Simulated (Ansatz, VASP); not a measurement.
**GaP, level by level in two programs**

```
CELL_PARAMETERS angstrom
0.00000 2.72525 2.72525
2.72525 0.00000 2.72525
2.72525 2.72525 0.00000
ATOMIC_POSITIONS crystal
Ga 0.00000 0.00000 0.00000
P 0.75000 0.75000 0.75000
```

Single points on this cell with VASP 6.6.1 and Ansatz 0.2.0. Each row is one pair of runs. Alike in all rows: smearing: fermi-dirac, width 0.05 eV; Ansatz's potentials, cutoff: Ansatz PAW, 420 eV.

```tsv
level	spin	k mesh	VASP's potentials, cutoff	gap on the k mesh at the Fermi level (eV), VASP	gap on the k mesh at the Fermi level (eV), Ansatz	least direct gap on the mesh (eV), VASP	least direct gap on the mesh (eV), Ansatz	pressure (GPa), VASP	pressure (GPa), Ansatz
PBEsol	off	8 × 8 × 8	VASP PAW PBE potentials, release 64 (Ga_d, P), 520 eV	1.52	1.51	1.75	1.74	-0.6	-0.6
LDA	non-collinear, zero start, SOC	8 × 8 × 8	VASP PAW LDA potentials, release 64 (Ga_d, P), 520 eV	1.46	1.46	1.61	1.58	-2.7	-2.8
PBE	off	15 × 15 × 15	VASP PAW PBE potentials, release 64 (Ga_d, P), 520 eV	1.60	1.61	1.83	1.83	2.4	2.5
PBE+D4	off	8 × 8 × 8	VASP PAW PBE potentials, release 64 (Ga_d, P), 520 eV	1.64	1.64	1.83	1.83	-0.9	-0.8
```

Gap on the k mesh at the fermi level (eV): the two programs differ by at most 0.003; least direct gap on the mesh (eV): the two programs differ by at most 0.028; pressure (GPa): the two programs differ by at most 0.08.

Caveats: the PAW data sets were made with another functional, which shifts forces and pressure a little (VASP); an odd mesh through Γ misses points on the zone boundary, where band edges often lie (VASP); the PAW data sets come from PBE, with cores solved anew for the run's functional, which leaves a small shift of forces and pressure (Ansatz); odd divisions of the mesh miss points on the zone boundary, where band edges often lie, so the gap on the mesh can be too wide (Ansatz).
